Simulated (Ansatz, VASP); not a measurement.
## Al2Cu in VASP and in Ansatz

```
CELL_PARAMETERS angstrom
2.86524 0.00000 0.00000
-1.43262 2.48137 0.00000
0.00000 0.00000 12.49989
ATOMIC_POSITIONS crystal
Al 0.33333 0.66667 0.50000
Al 0.66667 0.33333 0.00000
Al 0.66667 0.33333 0.31852
Al 0.66667 0.33333 0.68148
Cu 0.33333 0.66667 0.84210
Cu 0.33333 0.66667 0.15790
```

Alike in both runs: functional PBE; k mesh 6 × 6 × 2; occupations gaussian, width 0.1 eV; no spin polarisation.

Ansatz relaxed the structure, and its values are those at the end. VASP's run is a single point on that final structure, the one shown.

|  | VASP | Ansatz |
| --- | --- | --- |
| version | VASP 6.6.1 | Ansatz 0.2.0 |
| potentials or method | VASP PAW PBE potentials, release 64 (Al, Cu) | scalar-relativistic, plane waves, PAW |
| plane-wave cutoff (eV) | 520 | 420 |
| valence electrons in the cell | 34 | 50 |

|  | VASP | Ansatz | Ansatz less VASP |
| --- | --- | --- | --- |
| gap on the k mesh at the Fermi level (eV) | none | none | - |
| pressure (GPa) | 0.8 | 0.1 | -0.72 |
| rms of the force components (eV/Å) | 0.013 | 0.007 | -0.0059 |

A gap of «none» marks a metal or a gap that the smearing closes. The two sets of potentials don't hold the same shells in valence.

Caveats: the k mesh is coarse (spacing up to 0.42 Å⁻¹), so the values aren't converged.
